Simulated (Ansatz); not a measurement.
GeTe:
```
CELL_PARAMETERS angstrom
      2.06608     1.19285     3.46509
     -2.06608     1.19285     3.46509
      0.00000    -2.38570     3.46509
ATOMIC_POSITIONS crystal
  Ge 0.23785 0.23785 0.23785
  Te 0.76215 0.76215 0.76215
```

x, y and z are the axes in which the lattice vectors are written.

### Question
Give the proper piezoelectric stress tensor with relaxed ions from LDA (plane waves, PAW; program Ansatz).

### Answer
In C/m², rows x, y, z, Voigt columns; mesh uncertainty up to 0.04.
```
 0.00   0.00   0.00   0.00  -4.71  -0.18
-0.18   0.18   0.00  -4.71   0.00   0.00
-0.02  -0.02  -2.54   0.00   0.00   0.00
```

The elastic tensor of the same run (GPa):

|  | 1 | 2 | 3 | 4 | 5 | 6 |
|---|---|---|---|---|---|---|
| 1 | 112 | 21.6 | 29.4 | -23.6 | 0.0 | 0.0 |
| 2 | 21.6 | 112 | 29.4 | 23.6 | 0.0 | 0.0 |
| 3 | 29.4 | 29.4 | 64.1 | 0.0 | 0.0 | 0.0 |
| 4 | -23.6 | 23.6 | 0.0 | 43.4 | 0.0 | 0.0 |
| 5 | 0.0 | 0.0 | 0.0 | 0.0 | 43.4 | -23.6 |
| 6 | 0.0 | 0.0 | 0.0 | 0.0 | -23.6 | 45.4 |

### Question
Convert to strain constants d = e·S.

### Answer
In pC/N:
```
   0.0     0.0     0.0     0.0  -154.3   -84.1
 -42.1    42.1     0.0  -154.3     0.0     0.0
  10.7    10.7   -49.4     0.0     0.0     0.0
```

Space group R3m. The cell was relaxed with LDA under the symmetry of its start; of distortions, only those at the zone centre were tested. Spin–orbit coupling is left out wherever it is not named.

Potentials: the later of the program's two PAW sets.
